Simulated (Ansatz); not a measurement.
G0W0 rungs for GeSb2Te4 (R3m).

```
Ge Sb Te
1.0
     2.15473    1.24403   13.89708
    -2.15473    1.24403   13.89708
     0.00000   -2.48807   13.89708
Ge Sb Te
1 2 4
Direct
  0.57046 0.57046 0.57046
  0.42653 0.42653 0.42653
  0.99799 0.99799 0.99799
  0.86977 0.86977 0.86977
  0.13417 0.13417 0.13417
  0.71137 0.71137 0.71137
  0.28972 0.28972 0.28972
```

The cell and positions are those that the Materials Project relaxed with its own functionals (PBE, PBE+U or r2SCAN), kept fixed. Spin-orbit coupling is left out unless a run names it.

Runs so far (Ansatz 0.2.0, start PBE, PAW set soft_1 files, 4×4×4 mesh). Times are wall times on 1 × NVIDIA H100 80GB HBM3 (shared by 6 runs) with 2 threads of AMD EPYC 7R13 (Zen 3), shared host, good to a factor of about two.

| bands summed | cutoff (eV) | gap on the mesh (eV) | time |
| --- | --- | --- | --- |
| 222 | 48 | 0.395 | 75 s |
| 531 | 96 | 0.431 | 2.2 min |

What should the next rung give, with 1081 bands and screening to 160 eV, and where is the limit?

The error falls about as one over the bands when the cutoff rises with them. A line through the two highest rungs given predicts 0.444 eV; the run gave 0.449 eV, close to it. The two highest rungs put the limit near 0.467 eV, the pair below near 0.456 eV; their difference is a rough measure of what is unsettled in bands and cutoff; the mesh is a separate error.

Gaps are over the mesh's points; an edge off the mesh would be missed. Limits: not at the basis limit; mesh may overstate the screening; no spin-orbit coupling.

[Paths, hosts, dates, memory and timing lines, banners, echoed tables and standing remarks are left out of the program output.]

[Logs are printed without paths, hosts, clocks, repeated set-up lines and the standing remarks that a program may print on its own settings, such as how far it seeks lower states.]

[Runs of the session that timed out or met a known fault of the program may be left out.]

[Cells called generated may have been cut or substituted from an entry of the Crystallography Open Database or the Materials Project.]

[Hosts, paths, dates, database ids (printed as entryN), source tags and the programs' standing remarks are cut or masked in the printed files.]
